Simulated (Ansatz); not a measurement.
Run this with the Python package of Ansatz (0.2.0) and show what comes out.

The script, `alp_pdos.py`:
```python
# -*- coding: utf-8 -*-
import warnings

import ansatz
from ase import Atoms
import numpy as np

FUNCTIONAL = "pbe"
ECUT = 550
MESH = (6, 6, 6)
OCCUPATIONS = "fermi_dirac"
WIDTH_EV = 0.01
EXTRA_BANDS = 10

warnings.simplefilter("ignore", ansatz.DeckWarning)

atoms = Atoms(
    ["Al", "P"],
    scaled_positions=[
        [0.0, 0.0, 0.0],
        [0.25, 0.25, 0.25],
    ],
    cell=[
        [0.0, 2.7255, 2.7255],
        [2.7255, 0.0, 2.7255],
        [2.7255, 2.7255, 0.0],
    ],
    pbc=True,
)
system = ansatz.Crystal.from_ase(atoms)

setup = system.calculation()
setup = setup.functional(FUNCTIONAL)
setup = setup.basis(ECUT)
setup = setup.kpoints(mesh=MESH)
setup = setup.occupations(OCCUPATIONS, width=WIDTH_EV)
setup = setup.scf(extra_bands=EXTRA_BANDS)
setup = setup.density_of_states(projected=True, energy_step=0.1)
out = setup.run(threads=1)
rep = out.report

dos = out.density_of_states()
energy = np.asarray(dos.energies_ev) - dos.fermi_ev
curves = {}
for site in out.projected_density_of_states().sites:
    for shell in site.shells:
        weight = sum(np.sum(curve.g_bin_mean_per_ev, axis=0) for curve in shell.curves)
        name = f"{site.species} {shell.label}"
        curves[name] = curves.get(name, 0) + weight

print("E-EF   " + " ".join(f"{name:>8s}" for name in curves))
for e in np.arange(-8, 4 + 0.1, 0.5):
    print(f"{e:5.1f}  " + " ".join(f"{np.interp(e, energy, g):8.3f}" for g in curves.values()))
```

```console
$ python alp_pdos.py
E-EF      Al 3S    Al 3P     P 3S     P 3P
 -8.0     0.000    0.000    0.000    0.000
 -7.5     0.000    0.000    0.000    0.000
 -7.0     0.000    0.000    0.000    0.000
 -6.5     0.000    0.000    0.000    0.000
 -6.0     0.112    0.070    0.010    0.246
 -5.5     0.355    0.145    0.079    0.741
 -5.0     0.110    0.056    0.051    0.292
 -4.5     0.061    0.039    0.042    0.200
 -4.0     0.045    0.183    0.029    0.432
 -3.5     0.072    0.362    0.031    0.835
 -3.0     0.068    0.404    0.033    0.956
 -2.5     0.047    0.507    0.020    1.347
 -2.0     0.026    0.386    0.009    1.279
 -1.5     0.004    0.187    0.001    0.831
 -1.0     0.000    0.029    0.000    0.224
 -0.5     0.000    0.000    0.000    0.000
  0.0     0.000    0.000    0.000    0.000
  0.5     0.000    0.000    0.000    0.000
  1.0     0.001    0.017    0.007    0.001
  1.5     0.020    0.116    0.039    0.020
  2.0     0.052    0.218    0.060    0.063
  2.5     0.289    0.599    0.196    0.225
  3.0     0.370    0.790    0.177    0.403
  3.5     0.122    0.047    0.021    0.107
  4.0     0.217    0.292    0.094    0.207
```

Caveats:
- Semilocal gaps usually lie well under measured ones.
- Of the deposited cell: the entry's cell lengths or inner coordinates differ somewhat from later room-temperature determinations.
- In a crystal with a gap the Fermi level's place inside it depends on smearing and mesh.
- The crystal has a gap of about 1.57 eV on the mesh; bins of finite width blur the band edges.
- The structure is a deposited one; some such entries were measured under pressure or heat, so a shift against it needn't be the functional's error alone.
- Curves are summed over the cell's atoms. Only shells that the potentials hold have channels, so projections don't add up to the total, least of all where a shell is missing (p of most metals); heights and places of peaks move with the mesh.
- The density of states is complete only as far up as bands were computed.
- Finished in 1.8 s on 1 thread of Arm Neoverse V2, with other jobs on the host, peak memory 0.34 GiB.
